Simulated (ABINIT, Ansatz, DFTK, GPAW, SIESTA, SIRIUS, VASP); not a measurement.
## One calculation of Mo, 7 ways

```
Mo
1.0
    -1.58381    1.58381    1.58381
     1.58381   -1.58381    1.58381
     1.58381    1.58381   -1.58381
Mo
1
Direct
  0.00000 0.00000 0.00000
```

Alike in all runs: task single point; functional PBEsol; k mesh 12 × 12 × 12; occupations fermi-dirac, width 0.05 eV; no spin polarisation; no spin-orbit coupling. Pressure is positive in compression and, in plane waves, holds the error of the finite cutoff.

```
                                                                                      program and potentials  plane-wave cutoff (eV)                    notes  band gap (eV)  pressure (GPa)
                                                                           VASP, PBE PAW files Mo_sv, 520 eV                     520  potentials made for PBE         no gap           -9.14
                                                              Ansatz, all-electron LAPW, scalar-relativistic                       -                        -         no gap           -9.61
                                                             ABINIT, PseudoDojo NC SR PBEsol v0.4.1 standard                    1088                        -         no gap           -9.37
                                              SIRIUS, PseudoDojo 0.4.1 PBEsol standard (scalar relativistic)                    1102                        -         no gap           -9.35
SIESTA, files PseudoDojo sr-pbesol-0.4.1-standard, DZP (energy shift 0.003 Ry; two zetas on semicore shells)                       -             atomic basis         no gap           -6.59
                                                          DFTK, PseudoDojo SR PBEsol 0.4.1 standard (PBEsol)                    1088                        -         no gap           -9.37
                                                           GPAW, PAW data sets generated for this functional                     600                        -         no gap           -9.97
```

None finds a gap. The pressure spans -9.97 (GPAW, PAW data sets generated for this functional) to -6.59 GPa (SIESTA, files PseudoDojo sr-pbesol-0.4.1-standard, DZP (energy shift 0.003 Ry; two zetas on semicore shells)), with all-electron results at -9.61. Rows in atomic bases carry the error of their basis and grid, which can be large.

Differences between rows come from potentials, basis sets and numerical settings, since the functional is the same but for its coding. Runs on potential files found faulty are left out.

All seven runs describe a metal under tension: the negative pressures mean that this cell is larger than the PBEsol equilibrium volume, and the lattice would contract if relaxed. The stress is sizeable because bcc Mo is very stiff. Its roughly half-filled d band occupies mostly bonding states, giving strong cohesion, so even a small excess in lattice constant costs a large stress. The Fermi level of such a metal lies near a minimum in the density of states between bonding and antibonding d states, which is a pseudogap and not a true gap, consistent with the metallic result.

The three plane-wave runs with PseudoDojo potentials nearly coincide, at -9.35 to -9.37 GPa, and lie close to the all-electron value. SIESTA uses the same potential family yet gives only -6.59 GPa, which suggests that its weaker tension comes mainly from the local basis or grid rather than from the pseudopotential. A single volume fixes the direction of relaxation, but neither the equilibrium lattice constant nor the bulk modulus.
